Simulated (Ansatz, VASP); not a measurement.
## Two plane-wave programs on CdSe

File INCAR:

```
SYSTEM = CdSe
PREC     = Accurate       ! precision mode
ENCUT    = 520            ! plane-wave cutoff, eV
EDIFF    = 1E-6           ! SCF threshold, eV
ISMEAR   = -1             ! smearing method
SIGMA    = 0.05           ! smearing width, eV
LREAL    = .False.        ! projectors in reciprocal space
LASPH    = .True.         ! aspherical terms in the spheres
NELM     = 100            ! most SCF steps
ALGO     = Normal         ! electronic algorithm
ISIF     = 2              ! what is computed and relaxed
LWAVE    = .False.        ! write WAVECAR
LCHARG   = .False.        ! write CHGCAR
GGA      = CA             ! functional
NBANDS   = 16             ! bands
```

Contents of KPOINTS:

```
regular mesh
0
Gamma
  12 12 12
  0 0 0
```

POSCAR

```
CdSe
1.0
    0.0000000000      2.4159587120      2.4159587120
    2.4159587120      0.0000000000      2.4159587120
    2.4159587120      2.4159587120      0.0000000000
Cd Se
1 1
Direct
    0.0000000000      0.0000000000      0.0000000000
    0.2500000000      0.2500000000      0.2500000000
```

Input for Ansatz:

```yaml
crystal:
  lattice:
    - [0.0, 2.415958712, 2.415958712]
    - [2.415958712, 0.0, 2.415958712]
    - [2.415958712, 2.415958712, 0.0]
  atoms:
    - { symbol: Cd, position: [0.0, 0.0, 0.0] }
    - { symbol: Se, position: [0.25, 0.25, 0.25] }
kpoints:
  mp_grid: { grid: [12, 12, 12] }
scf:
  occupations: { method: fermi_dirac, width: 0.05 }
hamiltonian:
  xc: lda
  pseudopotentials: { kind: paw }
output:
  forces: true
  stress: true
  eigenvalues: true
  populations: true
  write_density: true
  write_potential: true
  elf: true
  volumetric_format: npy
```

Change from the starting cell: volume scaled by 0.52, PAW files.

Alike in both runs: task single point; functional LDA; k mesh 12 × 12 × 12; occupations fermi-dirac, width 0.05 eV; no spin polarisation.

```csv
,VASP,Ansatz
version,VASP 6.6.1,Ansatz 0.2.0
potentials or method,"VASP PAW LDA potentials, release 64 (Cd, Se)","PAW with Ansatz's default frozen-core files, scalar-relativistic"
plane-wave cutoff (eV),520,420
valence electrons in the cell,18,36
```

|  | VASP | Ansatz | Ansatz less VASP |
| --- | --- | --- | --- |
| pressure (GPa) | 181.0 | 173.9 | -7.13 |

The two sets of potentials don't hold the same shells in valence.

Caveats: the cell as given lies far from equilibrium; so large a pressure means that the cell lies far from this level's equilibrium, or that cutoff or potentials fall short (VASP). A k mesh can miss the band edges.
